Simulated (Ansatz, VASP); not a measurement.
**Rh: VASP beside Ansatz**

```
Rh
1.0
     2.74454    0.00000    0.00000
    -1.37227    2.37684    0.00000
     0.00000    0.00000    8.97063
Rh
4
Direct
  0.66667 0.33333 0.75000
  0.00000 0.00000 0.50000
  0.33333 0.66667 0.25000
  0.00000 0.00000 0.00000
```

Change from the starting cell: volume scaled by 1.06.

Alike in both runs: task single point; functional PBEsol; k mesh 11 × 11 × 3; occupations fermi-dirac, width 0.05 eV; no spin polarisation.

|  | VASP | Ansatz |
| --- | --- | --- |
| version | VASP 6.6.1 | Ansatz 0.2.0 |
| potentials or method | VASP PAW PBE potentials, release 64 (Rh_pv) | Ansatz PAW |
| plane-wave cutoff (eV) | 520 | 420 |
| valence electrons in the cell | 60 | 68 |

|  | VASP | Ansatz | Ansatz less VASP |
| --- | --- | --- | --- |
| gap on the k mesh at the Fermi level (eV) | none | none | - |
| pressure (GPa) | -18.8 | -18.8 | +0.04 |
| largest component of the traceless stress (GPa) | 0.99 | 0.98 | -0.004 |

A gap of «none» marks a metal or a gap that the smearing closes. With one functional, cell and mesh, what is left measures potentials, basis and numerics. The two sets of potentials don't hold the same shells in valence.

Caveats: the PAW data sets were made with another functional, which shifts forces and pressure a little (VASP); the PAW data sets come from PBE, with cores solved anew for the run's functional, which leaves a small shift of forces and pressure (Ansatz).
